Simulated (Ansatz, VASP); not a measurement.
## One calculation of Rb, two programs

```xyz
1
Lattice="-2.9545 2.9545 2.7308 2.9545 -2.9545 2.7308 2.9545 2.9545 -2.7308" Properties=species:S:1:pos:R:3 pbc="T T T"
Rb    0.0000    0.0000    0.0000
```

This isn't the form of Rb at room conditions, which is bcc.

Alike in both runs: task single point; functional PBE; k mesh 4 × 4 × 4; occupations gaussian, width 0.1 eV; no spin polarisation.

|  | VASP | Ansatz |
| --- | --- | --- |
| version | VASP 6.6.1 | Ansatz 0.2.0 |
| potentials or method | VASP PAW PBE potentials, release 64 (Rb_sv) | scalar-relativistic, plane waves, PAW |
| plane-wave cutoff (eV) | 520 | 420 |
| valence electrons in the cell | 9 | 9 |

|  | VASP | Ansatz | Ansatz less VASP |
| --- | --- | --- | --- |
| gap on the k mesh at the Fermi level (eV) | none | none | - |
| pressure (GPa) | 0.0 | 0.0 | 0.00 |
| largest component of the traceless stress (GPa) | 0.14 | 0.14 | 0.000 |

A gap of «none» marks a metal or a gap that the smearing closes.

Caveats: the k mesh is coarse (spacing up to 0.39 Å⁻¹), so the values aren't converged.
